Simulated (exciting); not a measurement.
# PbS (Galena) (Fm-3m) in exciting: equation of state

Aim: energy against volume of PbS (Galena) in PBE, for its equilibrium volume and stiffness.

All numbers are computed with exciting (release sodium); they aren't measurements. Logs are shortened: lines on timing, memory, paths and dates and some standing lists are left out, and cuts for length are marked.

### Step 1. The structure

The structure is cubic, space group Fm-3m (No. 225). Conventional cell: a = 5.931 Å, b = 5.931 Å, c = 5.931 Å, α = 90.00°, β = 90.00°, γ = 90.00°. Pb (site symmetry m-3m) is surrounded by 6 S at 2.97 Å. Around S (site symmetry m-3m) lie 6 Pb at 2.97 Å.

### Step 2. Equation of state, PBE, 24.52 Å³/atom (volume scaled by 0.94)

input.xml reads:

```xml
<input>
  <title>PbS</title>
  <structure speciespath="./" tshift="false">
    <crystal scale="1">
      <basevect>0.000000000000 5.490046513799 5.490046513799</basevect>
      <basevect>5.490046513799 0.000000000000 5.490046513799</basevect>
      <basevect>5.490046513799 5.490046513799 0.000000000000</basevect>
    </crystal>
    <species speciesfile="Pb.xml" rmt="2.3">
      <atom coord="0.000000000000 0.000000000000 0.000000000000"/>
    </species>
    <species speciesfile="S.xml" rmt="1.9">
      <atom coord="0.500000000000 0.500000000000 0.500000000000"/>
    </species>
  </structure>
  <groundstate do="fromscratch" ngridk="8 8 8" rgkmax="7.5" gmaxvr="14" lmaxapw="10" lmaxmat="10" lmaxvr="8" xctype="GGA_PBE" stype="Fermi Dirac" swidth="0.00183747" nempty="10" ValenceRelativity="iora*" epsengy="1e-05" epspot="1e-05" maxscl="60" outputlevel="normal"/>
</input>
```

Potentials or basis: all-electron LAPW+lo, shipped species files, valence relativity iora*.

Command:

```bash
> OMP_NUM_THREADS=1 exciting_smp
```

INFO.OUT:

```text
================================================================================
EXCITING SODIUM started
[... 10 lines left out ...]

 Lattice vectors (cartesian) :
      0.0000000000      5.4900465138      5.4900465138
      5.4900465138      0.0000000000      5.4900465138
      5.4900465138      5.4900465138      0.0000000000

 Reciprocal lattice vectors (cartesian) :
     -0.5722342508      0.5722342508      0.5722342508
      0.5722342508     -0.5722342508      0.5722342508
      0.5722342508      0.5722342508     -0.5722342508

 Unit cell volume                           :     330.9467096546
 Brillouin zone volume                      :       0.7495170860

 Species :    1 (Pb)
     parameters loaded from                 :    Pb.xml
     name                                   :    lead
     nuclear charge                         :     -82.00000000
     electronic charge                      :      82.00000000
     atomic mass                            :  377702.49410000
     muffin-tin radius                      :       2.30000000
     # of radial points in muffin-tin       :     450

     atomic positions (lattice) :
       1 :   0.00000000  0.00000000  0.00000000

 Species :    2 (S)
     parameters loaded from                 :    S.xml
     name                                   :    sulphur
     nuclear charge                         :     -16.00000000
     electronic charge                      :      16.00000000
     atomic mass                            :   58452.74216000
     muffin-tin radius                      :       1.90000000
     # of radial points in muffin-tin       :     300

     atomic positions (lattice) :
       1 :   0.50000000  0.50000000  0.50000000

 Total number of atoms per unit cell        :       2

 Spin treatment                             :    spin-unpolarised

 Number of Bravais lattice symmetries       :      48
 Number of crystal symmetries               :      48

 k-point grid                               :       8    8    8
 Total number of k-points                   :      29
 k-point set is reduced with crystal symmetries

 R^MT_min * |G+k|_max (rgkmax)              :       7.50000000
 Species with R^MT_min                      :       2 (S)
 Maximum |G+k| for APW functions            :       3.94736842
 Maximum |G| for potential and density      :      14.00000000

 G-vector grid sizes                        :      36    36    36
 Total number of G-vectors                  :   15353

 Maximum angular momentum used for
     APW functions                          :      10
     computing H and O matrix elements      :      10
     potential and density                  :       8
     inner part of muffin-tin               :       2

 Total nuclear charge                       :     -98.00000000
 Total electronic charge                    :      98.00000000
 Total core charge                          :      78.00000000
 Total valence charge                       :      20.00000000

 Number of empty states                     :      10
 Total number of valence states             :      21

 Maximum Hamiltonian size                   :     378
 Maximum number of plane-waves              :     360
 Total number of local-orbitals             :      18

 Exchange-correlation type                  :      20
[... 23 lines left out ...]
+ SCF iteration number :    1                                                  +
++++++++++++++++++++++++++++++++++++++++++++++++++++++++++++++++++++++++++++++++
 Total energy                               :    -21322.83177617
 _______________________________________________________________
 Fermi energy                               :         0.25028381
 Kinetic energy                             :     24776.92758254
 Coulomb energy                             :    -45683.65703039
 Exchange energy                            :      -410.42123223
 Correlation energy                         :        -5.68109609

 DOS at Fermi energy (states/Ha/cell)       :         0.05989797

 Electron charges :
     core                                   :        78.00000000
     core leakage                           :         0.01302202
     valence                                :        20.00000000
     interstitial                           :         5.21951858
     charge in muffin-tin spheres :
                  atom     1    Pb          :        78.91550102
                  atom     2     S          :        13.86498040
     total charge in muffin-tins            :        92.78048142
     total charge                           :        98.00000000

++++++++++++++++++++++++++++++++++++++++++++++++++++++++++++++++++++++++++++++++
+ SCF iteration number :    2                                                  +
++++++++++++++++++++++++++++++++++++++++++++++++++++++++++++++++++++++++++++++++
 Total energy                               :    -21326.69393928
 _______________________________________________________________
 Fermi energy                               :         0.25584333
 Kinetic energy                             :     24773.10700724
 Coulomb energy                             :    -45683.74144632
 Exchange energy                            :      -410.37504346
 Correlation energy                         :        -5.68445675

 DOS at Fermi energy (states/Ha/cell)       :         1.09826620

 Electron charges :
     core                                   :        78.00000000
     core leakage                           :         0.01288622
     valence                                :        20.00000000
     interstitial                           :         5.34123235
     charge in muffin-tin spheres :
                  atom     1    Pb          :        78.99928839
                  atom     2     S          :        13.65947926
     total charge in muffin-tins            :        92.65876765
     total charge                           :        98.00000000

 RMS change in effective potential (target) :  0.636269E-01  ( 0.100000E-04)
 Absolute change in total energy   (target) :   3.86216      ( 0.100000E-04)
 Charge distance                   (target) :  0.476380E-02  ( 0.100000E-04)

++++++++++++++++++++++++++++++++++++++++++++++++++++++++++++++++++++++++++++++++
+ SCF iteration number :    3                                                  +
++++++++++++++++++++++++++++++++++++++++++++++++++++++++++++++++++++++++++++++++
 Total energy                               :    -21327.72455209
 _______________________________________________________________
 Fermi energy                               :         0.25721685
 Kinetic energy                             :     24771.70392865
 Coulomb energy                             :    -45683.39602629
 Exchange energy                            :      -410.34663896
 Correlation energy                         :        -5.68581550

 DOS at Fermi energy (states/Ha/cell)       :         2.69126172

 Electron charges :
     core                                   :        78.00000000
     core leakage                           :         0.01284999
     valence                                :        20.00000000
     interstitial                           :         5.39048668
     charge in muffin-tin spheres :
                  atom     1    Pb          :        79.03435880
                  atom     2     S          :        13.57515452
     total charge in muffin-tins            :        92.60951332
     total charge                           :        98.00000000
[... 240 lines left out ...]
 DOS at Fermi energy (states/Ha/cell)       :         3.21298248

 Electron charges :
     core                                   :        78.00000000
     core leakage                           :         0.01283897
     valence                                :        20.00000000
     interstitial                           :         5.40730019
     charge in muffin-tin spheres :
                  atom     1    Pb          :        79.05168274
                  atom     2     S          :        13.54101707
     total charge in muffin-tins            :        92.59269981
     total charge                           :        98.00000000

 RMS change in effective potential (target) :  0.459854E-08  ( 0.100000E-04)
 Absolute change in total energy   (target) :  0.721203E-05  ( 0.100000E-04)
 Charge distance                   (target) :  0.386988E-08  ( 0.100000E-04)

++++++++++++++++++++++++++++++++++++++++++++++++++++++++++++++++++++++++++++++++
+ SCF iteration number :   13                                                  +
++++++++++++++++++++++++++++++++++++++++++++++++++++++++++++++++++++++++++++++++
 Total energy                               :    -21327.89626225
 _______________________________________________________________
 Fermi energy                               :         0.25360523
 Kinetic energy                             :     24770.78290200
 Coulomb energy                             :    -45682.66767859
 Exchange energy                            :      -410.32532609
 Correlation energy                         :        -5.68615956

 DOS at Fermi energy (states/Ha/cell)       :         3.21298224

 Electron charges :
     core                                   :        78.00000000
     core leakage                           :         0.01283897
     valence                                :        20.00000000
     interstitial                           :         5.40730018
     charge in muffin-tin spheres :
                  atom     1    Pb          :        79.05168274
                  atom     2     S          :        13.54101708
     total charge in muffin-tins            :        92.59269982
     total charge                           :        98.00000000

 RMS change in effective potential (target) :  0.686883E-09  ( 0.100000E-04)
 Absolute change in total energy   (target) :  0.134034E-05  ( 0.100000E-04)
 Charge distance                   (target) :  0.415161E-09  ( 0.100000E-04)

++++++++++++++++++++++++++++++++++++++++++++++++++++++++++++++++++++++++++++++++
| Convergency criteria checked for the last 2 iterations                       +
| Convergence targets achieved. Performing final SCF iteration                 +
++++++++++++++++++++++++++++++++++++++++++++++++++++++++++++++++++++++++++++++++
 Total energy                               :    -21327.89626317
 _______________________________________________________________
 Fermi energy                               :         0.25360523
 Kinetic energy                             :     24770.78290156
 Coulomb energy                             :    -45682.66767906
 Exchange energy                            :      -410.32532612
 Correlation energy                         :        -5.68615956

 DOS at Fermi energy (states/Ha/cell)       :         3.21298220

 Electron charges :
     core                                   :        78.00000000
     core leakage                           :         0.01283897
     valence                                :        20.00000000
     interstitial                           :         5.40730018
     charge in muffin-tin spheres :
                  atom     1    Pb          :        79.05168274
                  atom     2     S          :        13.54101708
     total charge in muffin-tins            :        92.59269982
     total charge                           :        98.00000000

++++++++++++++++++++++++++++++++++++++++++++++++++++++++++++++++++++++++++++++++
[... 12 lines left out ...]
| EXCITING SODIUM stopped                                                      =
================================================================================
```

Wall time 69 s (1 thread of Arm Neoverse V2, shared host); peak memory 0.14 GiB.

Results:

| Property | Result |
| --- | --- |
| Free energy | -580361.6239 eV |
| Band gap on the k mesh | 0.11 eV, direct |
| All electrons inside the program's atomic spheres | Pb 79.05; S 13.54 (radii Pb 2.3, S 1.9 bohr) |

Caveat: spin-orbit coupling is left out, which as a rule narrows the gap of such compounds by several tenths of an eV.

### Step 3. Equation of state, PBE, 25.04 Å³/atom (volume scaled by 0.96)

Changes to input.xml since step 2:

```diff
@@ -4,5 +4,5 @@
     <crystal scale="1">
-      <basevect>0.000000000000 5.490046513799 5.490046513799</basevect>
-      <basevect>5.490046513799 0.000000000000 5.490046513799</basevect>
-      <basevect>5.490046513799 5.490046513799 0.000000000000</basevect>
+      <basevect>0.000000000000 5.528710087132 5.528710087132</basevect>
+      <basevect>5.528710087132 0.000000000000 5.528710087132</basevect>
+      <basevect>5.528710087132 5.528710087132 0.000000000000</basevect>
     </crystal>
```

Potentials or basis: all-electron LAPW+lo, shipped species files, valence relativity iora*.

Command:

```bash
> OMP_NUM_THREADS=1 exciting_smp
```

It took 71 s on 1 thread of Arm Neoverse V2, shared host; peak memory 0.14 GiB.

It converged, with:

```
Free energy                                       : -580361.6609 eV
Band gap on the k mesh                            : 0.20 eV, direct
All electrons inside the program's atomic spheres : Pb 79.04; S 13.53 (radii Pb 2.3, S 1.9 bohr)
```

Caveat: spin-orbit coupling is left out, which as a rule narrows the gap of such compounds by several tenths of an eV.

### Step 4. Equation of state, PBE, 25.56 Å³/atom (volume scaled by 0.98)

Changes to input.xml since step 3:

```diff
@@ -4,5 +4,5 @@
     <crystal scale="1">
-      <basevect>0.000000000000 5.528710087132 5.528710087132</basevect>
-      <basevect>5.528710087132 0.000000000000 5.528710087132</basevect>
-      <basevect>5.528710087132 5.528710087132 0.000000000000</basevect>
+      <basevect>0.000000000000 5.566840327030 5.566840327030</basevect>
+      <basevect>5.566840327030 0.000000000000 5.566840327030</basevect>
+      <basevect>5.566840327030 5.566840327030 0.000000000000</basevect>
     </crystal>
```

Command:

```bash
> OMP_NUM_THREADS=1 exciting_smp
```

It took 78 s on 1 thread of Arm Neoverse V2, shared host; peak memory 0.14 GiB.

Results (log left out):

```
Free energy                                       : -580361.6892 eV
Band gap on the k mesh                            : 0.28 eV, direct
All electrons inside the program's atomic spheres : Pb 79.04; S 13.53 (radii Pb 2.3, S 1.9 bohr)
```

Caveat: spin-orbit coupling is left out, which as a rule narrows the gap of such compounds by several tenths of an eV.

### Step 5. Equation of state, PBE, 26.09 Å³/atom

Changes to input.xml since step 4:

```diff
@@ -4,5 +4,5 @@
     <crystal scale="1">
-      <basevect>0.000000000000 5.566840327030 5.566840327030</basevect>
-      <basevect>5.566840327030 0.000000000000 5.566840327030</basevect>
-      <basevect>5.566840327030 5.566840327030 0.000000000000</basevect>
+      <basevect>0.000000000000 5.604455254109 5.604455254109</basevect>
+      <basevect>5.604455254109 0.000000000000 5.604455254109</basevect>
+      <basevect>5.604455254109 5.604455254109 0.000000000000</basevect>
     </crystal>
```

Command:

```bash
> OMP_NUM_THREADS=1 exciting_smp
```

Wall time 81 s (1 thread of Arm Neoverse V2, shared host); peak memory 0.15 GiB.

The run converged. Its results:

- Free energy: -580361.7069 eV
- Band gap on the k mesh: 0.36 eV, direct
- All electrons inside the program's atomic spheres: Pb 79.03; S 13.52 (radii Pb 2.3, S 1.9 bohr)

Caveat: spin-orbit coupling is left out, which as a rule narrows the gap of such compounds by several tenths of an eV.

### Step 6. Equation of state, PBE, 26.61 Å³/atom (volume scaled by 1.02)

Changes to input.xml since step 5:

```diff
@@ -4,5 +4,5 @@
     <crystal scale="1">
-      <basevect>0.000000000000 5.604455254109 5.604455254109</basevect>
-      <basevect>5.604455254109 0.000000000000 5.604455254109</basevect>
-      <basevect>5.604455254109 5.604455254109 0.000000000000</basevect>
+      <basevect>0.000000000000 5.641571933541 5.641571933541</basevect>
+      <basevect>5.641571933541 0.000000000000 5.641571933541</basevect>
+      <basevect>5.641571933541 5.641571933541 0.000000000000</basevect>
     </crystal>
```

Potentials or basis: all-electron LAPW+lo, shipped species files, valence relativity iora*.

Command:

```bash
> OMP_NUM_THREADS=1 exciting_smp
```

Run time: 84 s. Hardware: 1 thread of Arm Neoverse V2, shared host; peak memory 0.15 GiB.

Results (log left out):

| Property | Result |
| --- | --- |
| Free energy | -580361.7175 eV |
| Band gap on the k mesh | 0.43 eV, direct |
| All electrons inside the program's atomic spheres | Pb 79.02; S 13.51 (radii Pb 2.3, S 1.9 bohr) |

Caveat: spin-orbit coupling is left out, which as a rule narrows the gap of such compounds by several tenths of an eV.

### Step 7. Equation of state, PBE, 27.13 Å³/atom (volume scaled by 1.04)

Changes to input.xml since step 6:

```diff
@@ -4,5 +4,5 @@
     <crystal scale="1">
-      <basevect>0.000000000000 5.641571933541 5.641571933541</basevect>
-      <basevect>5.641571933541 0.000000000000 5.641571933541</basevect>
-      <basevect>5.641571933541 5.641571933541 0.000000000000</basevect>
+      <basevect>0.000000000000 5.678206544028 5.678206544028</basevect>
+      <basevect>5.678206544028 0.000000000000 5.678206544028</basevect>
+      <basevect>5.678206544028 5.678206544028 0.000000000000</basevect>
     </crystal>
```

Command:

```bash
> OMP_NUM_THREADS=1 exciting_smp
```

Wall time 87 s (1 thread of Arm Neoverse V2, shared host); peak memory 0.15 GiB.

The run converged. Its results:

```
Free energy                                       : -580361.7206 eV
Band gap on the k mesh                            : 0.49 eV, direct
All electrons inside the program's atomic spheres : Pb 79.01; S 13.51 (radii Pb 2.3, S 1.9 bohr)
```

Caveat: spin-orbit coupling is left out, which as a rule narrows the gap of such compounds by several tenths of an eV.

### Step 8. Equation of state, PBE, 27.65 Å³/atom (volume scaled by 1.06)

Changes to input.xml since step 7:

```diff
@@ -4,5 +4,5 @@
     <crystal scale="1">
-      <basevect>0.000000000000 5.678206544028 5.678206544028</basevect>
-      <basevect>5.678206544028 0.000000000000 5.678206544028</basevect>
-      <basevect>5.678206544028 5.678206544028 0.000000000000</basevect>
+      <basevect>0.000000000000 5.714374439783 5.714374439783</basevect>
+      <basevect>5.714374439783 0.000000000000 5.714374439783</basevect>
+      <basevect>5.714374439783 5.714374439783 0.000000000000</basevect>
     </crystal>
```

Command:

```bash
> OMP_NUM_THREADS=1 exciting_smp
```

Wall time 92 s (1 thread of Arm Neoverse V2, shared host); peak memory 0.15 GiB.

It converged, with:

- Free energy: -580361.7174 eV
- Band gap on the k mesh: 0.55 eV, direct
- All electrons inside the program's atomic spheres: Pb 79.01; S 13.50 (radii Pb 2.3, S 1.9 bohr)

Caveat: spin-orbit coupling is left out, which as a rule narrows the gap of such compounds by several tenths of an eV.

### Step 9. Equation of state, PBE

Potentials or basis: all-electron LAPW+lo, shipped species files, valence relativity iora*.

This step only gathers the single runs of the series.

What came out:

```yaml
Equilibrium_volume: 27.12 Å³/atom
Bulk_modulus: 51 GPa
Pressure_derivative_of_the_bulk_modulus: "4.9 (rough: it moves with the points fitted)"
```

Energy against volume, from the lowest point:
```tsv
volume (Å³/atom)	energy (meV/atom)
24.521	48.37
25.042	29.87
25.564	15.70
26.086	6.86
26.607	1.59
27.129	0.00
27.651	1.61
```
